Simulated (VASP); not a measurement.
Crystal: Cu3Au (Auricupride).

```
Au Cu
1.0
     3.74000    0.00000    0.00000
     0.00000    3.74000    0.00000
     0.00000    0.00000    3.74000
Au Cu
1 3
Direct
  0.00000 0.00000 0.00000
  0.50000 0.50000 0.00000
  0.50000 0.00000 0.50000
  0.00000 0.50000 0.50000
```

```yaml
Program: VASP 6.6.1
Task: relaxation of cell and atoms
Functional: RPBE
Potentials_or_basis: VASP PAW PBE potentials, release 64 (Au, Cu)
Cutoff: 600 eV
k_mesh: 7 × 7 × 7
Occupations: fermi-dirac, width 0.05 eV
Spin: no spin polarisation
```

At the start: pressure 10.1 GPa; volume 13.08 Å³/atom.

Q: How do energy, volume and symmetry change on relaxing?

A: Over 3 steps the energy falls by 26.3 meV/atom and the volume is 13.98 Å³/atom (+6.9 %); space group Pm-3m (No. 221, to 0.05 Å).

Step by step:
```tsv
step	energy change (eV)	largest force (eV/Å)	pressure (GPa)	volume (Å³)
1	0.0000	0.0000	10.06	52.31
2	-0.0554	0.0000	-5.06	58.78
3	-0.1051	0.0000	0.01	55.92
```

Final structure:
```
CELL_PARAMETERS angstrom
3.82414 0.00000 0.00000
0.00000 3.82414 0.00000
0.00000 0.00000 3.82414
ATOMIC_POSITIONS crystal
Au 0.00000 0.00000 0.00000
Cu 0.50000 0.50000 0.00000
Cu 0.50000 0.00000 0.50000
Cu 0.00000 0.50000 0.50000
```

Caveat: the PAW data sets were made with another functional, which shifts forces and pressure a little.
